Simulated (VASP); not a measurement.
# C in VASP: one cell, several levels of theory, part 2 of 2

VASP 6.6.1, plane waves, PAW. The steps go on from the part before.

### Step 4. GW on PBE orbitals, 47 empty bands

Three calls of the program follow each other, each reading the orbitals of the one before.

The input, INCAR (stage 1):

```
ENCUT = 500.000000
SIGMA = 0.010000
EDIFF = 1.00e-07
GGA = PE
PREC = Accurate
ISMEAR = 0
NELM = 120
LASPH = .TRUE.
LCHARG = .FALSE.
LWAVE = .TRUE.
LREAL = .FALSE.
```

The input, INCAR (stage 2):

```
ENCUT = 500.000000
SIGMA = 0.010000
EDIFF = 1.00e-07
ALGO = Exact
GGA = PE
PREC = Accurate
ISMEAR = 0
ISTART = 1
NBANDS = 51
NELM = 1
LASPH = .TRUE.
LCHARG = .FALSE.
LOPTICS = .TRUE.
LWAVE = .TRUE.
LREAL = .FALSE.
```

The input, INCAR (stage 3):

```
ENCUT = 500.000000
ENCUTGW = 150.000000
SIGMA = 0.010000
EDIFF = 1.00e-07
ALGO = EVGW0
GGA = PE
PREC = Accurate
PRECFOCK = Fast
ISMEAR = 0
ISTART = 1
NBANDS = 51
NELM = 120
NOMEGA = 64
NBANDSGW = 12
LASPH = .TRUE.
LCHARG = .FALSE.
LWAVE = .FALSE.
LREAL = .FALSE.
NELMGW = 3
ENCUTGWSOFT = 150
```

The input, KPOINTS:

```
KPOINTS created by Atomic Simulation Environment
0
Gamma
6 6 6
0 0 0
```

The input, POSCAR:

```
C
 1.0000000000000000
     0.0000000000000000    1.7801241423000000    1.7979253837000000
     1.7801241423000000    0.0000000000000000    1.7979253837000000
     1.7801241423000000    1.7801241423000000    0.0000000000000000
 C
   2
Cartesian
  0.0000000000000000  0.0000000000000000  0.0000000000000000
  0.8900620711500000  0.8900620711500000  0.8989626918500000
```

Potentials: the GW set of PAW datasets, 8 valence electrons in the neutral cell.

Run with:

```console
mpirun -np 1 vasp_std
```

The files below are those of the last stage.

Standard output, without the iteration lines:

```text
POSCAR found type information on POSCAR C
 POSCAR found :  1 types and       2 ions
 LDA part: xc-table for (Slater+PW92), standard interpolation
 found WAVECAR, reading the header
 POSCAR, INCAR and KPOINTS ok, starting setup
 FFT: planning ... GRIDC
 FFT: planning ... GRID_SOFT
 FFT: planning ... GRID
 reading WAVECAR
 the WAVECAR file was read successfully
 initial charge from wavefunction

 The Fermi energy was updated, please check that it is located mid-gap
 values below the HOMO (VB) or above the LUMO (CB) will cause erroneous energies
 E-fermi :  11.7584

 calculate exact exchange contribution
 the WAVEDER file was read successfully
energies w=
    0.000    0.000    0.952    0.000    1.902    0.000    2.848    0.000
    3.787    0.000    4.719    0.000    5.641    0.000    6.552    0.000
    7.452    0.000    8.340    0.000    9.216    0.000   10.079    0.000
   10.931    0.000   11.771    0.000   12.600    0.000   13.420    0.000
   14.232    0.000   15.036    0.000   15.834    0.000   16.627    0.000
   17.418    0.000   18.207    0.000   18.997    0.000   19.789    0.000
   20.586    0.000   21.388    0.000   22.199    0.000   23.022    0.000
   23.857    0.000   24.709    0.000   25.580    0.000   26.473    0.000
   27.391    0.000   28.340    0.000   29.323    0.000   30.344    0.000
[... 26 lines left out ...]
 performed       2182000 updates of chi_q(r,r)
|.........|.........|.........|.........|.........|.........|.........|.........
 performed       2449000 updates of chi_q(r,r)
|.........|.........|.........|.........|.........|.........|.........|.........
 performed       2662000 updates of chi_q(r,r)
|.........|.........|.........|.........|.........|.........|.........|.........
 performed       2779000 updates of chi_q(r,r)
|.........|.........|.........|.........|.........|.........|.........|.........
 performed       2991000 updates of chi_q(r,r)
|.........|.........|.........|.........|.........|.........|.........|.........
 performed       3336000 updates of chi_q(r,r)
|.........|.........|.........|.........|.........|.........|.........|.........
 performed       3681000 updates of chi_q(r,r)
|.........|.........|.........|.........|.........|.........|.........|.........
 performed       4026000 updates of chi_q(r,r)
|.........|.........|.........|.........|.........|.........|.........|.........
 performed       4322000 updates of chi_q(r,r)
NQ=  19    0.5000    0.3333    0.1667,
|.........|.........|.........|.........|.........|.........|.........|.........
 performed       4618000 updates of chi_q(r,r)
NQ=  20   -0.3333    0.3333    0.1667,
|.........|.........|.........|.........|.........|.........|.........|.........
 performed       4963000 updates of chi_q(r,r)
NQ=  21   -0.1667    0.3333    0.1667,
|.........|.........|.........|.........|.........|.........|.........|.........
NQ=  22   -0.3333    0.5000    0.1667,
|.........|.........|.........|.........|.........|....
```

Parts of OUTCAR:

```text
k-points           NKPTS =     30   k-points in BZ     NKDIM =    216   number of bands    NBANDS=     51

   NELECT =       8.0000    total number of electrons

   dimension x,y,z NGX =    18 NGY =   18 NGZ =   18
   dimension x,y,z NGXF=    36 NGYF=   36 NGZF=   36

  energy-cutoff  :      500.00
  volume of cell :       11.39
      direct lattice vectors                 reciprocal lattice vectors
     0.000000000  1.780124142  1.797925384    -0.280879287  0.280879287  0.278098304
     1.780124142  0.000000000  1.797925384     0.280879287 -0.280879287  0.278098304
     1.780124142  1.780124142  0.000000000     0.280879287  0.280879287 -0.278098304

 k-points in reciprocal lattice and weights: KPOINTS created by Atomic Simulation Env
   0.00000000  0.00000000  0.00000000       0.005
   0.16666667  0.00000000  0.00000000       0.037
   0.33333333  0.00000000  0.00000000       0.037
   0.50000000  0.00000000  0.00000000       0.019
   0.16666667  0.16666667  0.00000000       0.009
   0.33333333  0.16666667  0.00000000       0.037
   0.50000000  0.16666667  0.00000000       0.037
  -0.33333333  0.16666667  0.00000000       0.037
[... 22 more k-points ...]

 QP shifts <psi_nk| G(iteration)W_0 |psi_nk>: iteration 1
 for sc-GW calculations column KS-energies equals QP-energies in previous step
 and V_xc(KS)=  KS-energies - (<T + V_ion + V_H > + <T+V_H+V_ion>^1  + <V_x>^1)

 k-point   1 :       0.0000    0.0000    0.0000
  band No.  KS-energies  QP-energies   sigma(KS)   V_xc(KS)     V^pw_x(r,r')   Z            occupation Imag(sigma)

      1     -11.7151     -13.3141     -16.8767     -14.7596     -25.3921       0.7553       2.0000       1.3909
      2       9.5991       9.0388     -17.4648     -16.7873     -19.2006       0.8269       2.0000       0.0534
      3       9.7501       9.1951     -17.4429     -16.7719     -19.1517       0.8271       2.0000       0.0530
      4       9.7501       9.1951     -17.4429     -16.7719     -19.1517       0.8271       2.0000       0.0530
      5      15.2388      16.3926     -14.1046     -15.5063      -9.3113       0.8231       0.0000      -0.0816
      6      15.2388      16.3926     -14.1046     -15.5063      -9.3113       0.8231       0.0000      -0.0816
      7      15.3620      16.5130     -14.0990     -15.4984      -9.2810       0.8226       0.0000      -0.0820
      8      22.9170      23.9742     -14.9996     -16.3740      -7.8006       0.7692       0.0000      -0.1964
      9      28.9382      29.3116     -11.3776     -11.8407      -4.3211       0.8063       0.0000      -0.3581
     10      35.9143      36.9901     -12.5314     -13.8326      -5.8982       0.8268       0.0000      -0.5368
     11      36.4482      37.5328     -12.5551     -13.8693      -5.8694       0.8253       0.0000      -0.5675
     12      36.8354      37.3533     -10.8312     -11.4582      -3.2666       0.8259       0.0000      -0.9420

[... the tables of k-points 2 to 30 left out ...]

 QP shifts <psi_nk| G(iteration)W_0 |psi_nk>: iteration 2

 k-point   1 :       0.0000    0.0000    0.0000
  band No. old QP-enery  QP-energies   sigma(KS)   T+V_ion+V_H  V^pw_x(r,r')   Z            occupation Imag(sigma)

      1     -13.3141     -13.6400     -16.7923       3.0445     -25.3921       0.7514       2.0000       1.4668
      2       9.0388       8.9813     -17.4167      26.3863     -19.2006       0.8305       2.0000       0.0542
      3       9.1951       9.1393     -17.3942      26.5220     -19.1517       0.8303       2.0000       0.0540
      4       9.1951       9.1393     -17.3942      26.5220     -19.1517       0.8303       2.0000       0.0540
      5      16.3926      16.5226     -14.1949      30.7452      -9.3113       0.8247       0.0000      -0.0850
      6      16.3926      16.5226     -14.1949      30.7452      -9.3113       0.8247       0.0000      -0.0850
      7      16.5130      16.6426     -14.1902      30.8603      -9.2810       0.8245       0.0000      -0.0853
      8      23.9742      24.1839     -15.0445      39.2910      -7.8006       0.7704       0.0000      -0.1989
      9      29.3116      29.4389     -11.3100      40.7789      -4.3211       0.8087       0.0000      -0.3239
     10      36.9901      37.1053     -12.6172      49.7469      -5.8982       0.8253       0.0000      -0.5396
     11      37.5328      37.6479     -12.6449      50.3175      -5.8694       0.8234       0.0000      -0.5717
     12      37.3533      37.4593     -10.8117      48.2936      -3.2666       0.8243       0.0000      -0.8818

[... the tables of k-points 2 to 30 left out ...]

 QP shifts <psi_nk| G(iteration)W_0 |psi_nk>: iteration 3

 k-point   1 :       0.0000    0.0000    0.0000
  band No. old QP-enery  QP-energies   sigma(KS)   T+V_ion+V_H  V^pw_x(r,r')   Z            occupation Imag(sigma)

      1     -13.6400     -13.7074     -16.7745       3.0445     -25.3921       0.7493       2.0000       1.4881
      2       8.9813       8.9748     -17.4129      26.3863     -19.2006       0.8308       2.0000       0.0543
      3       9.1393       9.1329     -17.3903      26.5220     -19.1517       0.8306       2.0000       0.0540
      4       9.1393       9.1329     -17.3903      26.5220     -19.1517       0.8306       2.0000       0.0540
      5      16.5226      16.5393     -14.2023      30.7452      -9.3113       0.8248       0.0000      -0.0852
      6      16.5226      16.5393     -14.2023      30.7452      -9.3113       0.8248       0.0000      -0.0852
      7      16.6426      16.6594     -14.1974      30.8603      -9.2810       0.8251       0.0000      -0.0855
      8      24.1839      24.2194     -15.0610      39.2910      -7.8006       0.7703       0.0000      -0.2012
      9      29.4389      29.4643     -11.3086      40.7789      -4.3211       0.8089       0.0000      -0.3229
     10      37.1053      37.1207     -12.6229      49.7469      -5.8982       0.8248       0.0000      -0.5371
     11      37.6479      37.6636     -12.6506      50.3175      -5.8694       0.8240       0.0000      -0.5687
     12      37.4593      37.4781     -10.8115      48.2936      -3.2666       0.8237       0.0000      -0.8757

[... the tables of k-points 2 to 30 left out ...]
```

Gap on the 6×6×6 mesh: 4.02 eV in PBE, 5.31 eV after one GW step (+1.29 eV). Updating the energies in G gives, step by step, 5.31, 5.46, 5.48 eV.

### Step 5. Summary

What follows sums up all 2 parts.

| level | gap (eV) | pressure (GPa) |
| --- | --- | --- |
| PBE | 4.00 | 0.49 |
| r2SCAN | 4.18 | -3.31 |

| empty bands | screening cutoff (eV) | mesh | PBE gap (eV) | G0W0 gap (eV) | last GW0 step (eV) |
| --- | --- | --- | --- | --- | --- |
| 47 | 150 | 6×6×6 | 4.02 | 5.31 | 5.48 |

In words: The gap runs from 4.00 eV (PBE) to 4.18 eV (r2SCAN). The pressure is highest with PBE (0.5 GPa) and lowest with r2SCAN (-3.3 GPa), which orders the cells that they would relax to. G0W0 widens the PBE gap on the mesh by 1.29 eV, so PBE holds 76 % of it. Self-consistency in the energies adds +0.17 eV. G0W0 values are finite-basis, finite-mesh values.
